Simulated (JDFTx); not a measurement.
Crystal: ZnS.

```
CELL_PARAMETERS angstrom
0.00000 2.70200 2.70200
2.70200 0.00000 2.70200
2.70200 2.70200 0.00000
ATOMIC_POSITIONS crystal
Zn 0.75000 0.75000 0.75000
S 0.00000 0.00000 0.00000
```

* Program: JDFTx 1.7.0 (patched build)
* Task: single point
* Functional: PBE
* Potentials or basis: PseudoDojo-SR-PBE-0.5-standard with smoothed tails
* Cutoff: 1143 eV
* Density cutoff: 9143 eV
* k mesh: 9 × 9 × 9
* Occupations: fermi-dirac, width 0.05 eV
* Spin: no spin polarisation

On this cell: pressure 1.6 GPa; largest force zero by symmetry; band gap on the k mesh 2.11 eV, direct.

The same run follows on a disturbed copy (atoms moved at random, drawn with an rms of 0.05 Å):

```
CELL_PARAMETERS angstrom
0.00000 2.70200 2.70200
2.70200 0.00000 2.70200
2.70200 2.70200 0.00000
ATOMIC_POSITIONS crystal
Zn 0.73972 0.74373 0.74780
S 0.99096 0.01185 0.98815
```

Problem. What does the disturbed cell give?

Solution. The energy moves by +5.8 meV/atom; pressure 1.7 GPa; largest force 0.392 eV/Å; band gap on the k mesh 2.07 eV, direct.

Forces in eV/Å, atoms in the order of the input:
```
Zn   0.162 -0.162  0.317
S   -0.163  0.162 -0.317
```

Stress tensor (GPa, compression positive):
```
 1.74 -1.26  0.64
-1.26  1.74 -0.64
 0.64 -0.64  1.66
```

Caveats: the empty levels aren't tightly converged (some runs).

